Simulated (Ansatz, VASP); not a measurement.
## Two plane-wave programs on W3C

```
W C
1.0
     2.85459    0.00000    0.00000
    -1.42730    2.47215    0.00000
     0.00000    0.00000   20.19711
W C
3 1
Direct
  0.66667 0.33333 0.19805
  0.33333 0.66667 0.31433
  0.00000 0.00000 0.43061
  0.33333 0.66667 0.48448
```

Alike in both runs: functional PBE; k mesh 9 × 9 × 1; occupations gaussian, width 0.1 eV; no spin polarisation.

Ansatz relaxed the structure, and its values are those at the end. VASP's run is a single point on that final structure, the one shown.

|  | VASP | Ansatz |
| --- | --- | --- |
| version | VASP 6.6.1 | Ansatz 0.2.0 |
| potentials or method | VASP PAW PBE potentials, release 64 (W_sv, C) | scalar-relativistic, plane waves, PAW |
| plane-wave cutoff (eV) | 520 | 420 |
| valence electrons in the cell | 46 | 46 |

VASP gave:

```
gap on the k mesh at the Fermi level (eV) : none
rms of the force components (eV/Å)        : 0.460
```

Question: Estimate Ansatz's values.

Answer: gap on the k mesh at the Fermi level (eV): none; rms of the force components (eV/Å): 0.469.

A gap of «none» marks a metal or a gap that the smearing closes.

Spin-orbit coupling is left out, which matters for the levels of W.
